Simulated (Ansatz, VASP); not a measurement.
## GaSb3 in VASP and in Ansatz

File INCAR:

```
ALGO = Fast
EDIFF = 1E-6
EDIFFG = -0.005
ENCUT = 600
GGA = PE
IBRION = 2
ISIF = 3
ISMEAR = 0
IVDW = 12
LASPH = T
LCHARG = F
LREAL = F
LWAVE = F
NELM = 100
NSW = 100
PREC = Accurate
SIGMA = 0.1
```

KPOINTS

```
k-points
0
Gamma
  10 10 10
```

The input POSCAR:

```
GaSb3
1.0
    0.0000000000      3.7305950000      3.7305950000
    3.7305950000      0.0000000000      3.7305950000
    3.7305950000      3.7305950000      0.0000000000
Ga Sb
1 3
Direct
    0.0000000000      0.0000000000      0.0000000000
    0.2500000000      0.2500000000      0.2500000000
    0.7500000000      0.7500000000      0.7500000000
    0.5000000000      0.5000000000      0.5000000000
```

Input for Ansatz:

```yaml
crystal:
  lattice:
    - [0.0, 3.730595, 3.730595]
    - [3.730595, 0.0, 3.730595]
    - [3.730595, 3.730595, 0.0]
  atoms:
    - { symbol: Ga, position: [0.0, 0.0, 0.0] }
    - { symbol: Sb, position: [0.25, 0.25, 0.25] }
    - { symbol: Sb, position: [0.75, 0.75, 0.75] }
    - { symbol: Sb, position: [0.5, 0.5, 0.5] }
basis:
  ecutwfc: 420
kpoints:
  mp_grid: { grid: [10, 10, 10] }
hamiltonian:
  xc: pbe
  dispersion: d3bj
scf:
  occupations: { method: gaussian, width: 0.1 }
output:
  forces: true
  stress: true
  eigenvalues: true
relax:
  adjacent_minimum: "off"
  f_tol: 0.005
  max_steps: 80
  cell: { stress_tol: 0.05 }
```

The cell comes from a database or a generator and needn't be the stable form of this composition.

Alike in both runs: task relaxation of cell and atoms; functional PBE; dispersion D3(BJ); k mesh 10 × 10 × 10; occupations gaussian, width 0.1 eV; no spin polarisation.

|  | VASP | Ansatz |
| --- | --- | --- |
| version | VASP 6.6.1 | Ansatz 0.2.0 |
| potentials or method | VASP PAW PBE potentials, release 64 (Ga_d, Sb) | scalar-relativistic, plane waves, PAW |
| plane-wave cutoff (eV) | 600 | 420 |
| valence electrons in the cell | 28 | 58 |

|  | VASP | Ansatz | Ansatz less VASP |
| --- | --- | --- | --- |
| gap on the k mesh at the Fermi level, each at its own relaxed structure (eV) | none | none | - |
| relaxed volume (Å³/atom) | 24.24 | 24.27 | +0.027 |
| relaxed cell length with the largest relative difference (Å) | 5.157 | 5.159 | +0.0019 |
| energy change over the relaxation (meV/atom) | -20 | -20 | +0.9 |

A gap of «none» marks a metal or a gap that the smearing closes. The two sets of potentials don't hold the same shells in valence.

Caveats: the bands computed are all filled at some k points, so no gap is given. Spin-orbit coupling is left out, which matters for the levels of Sb.
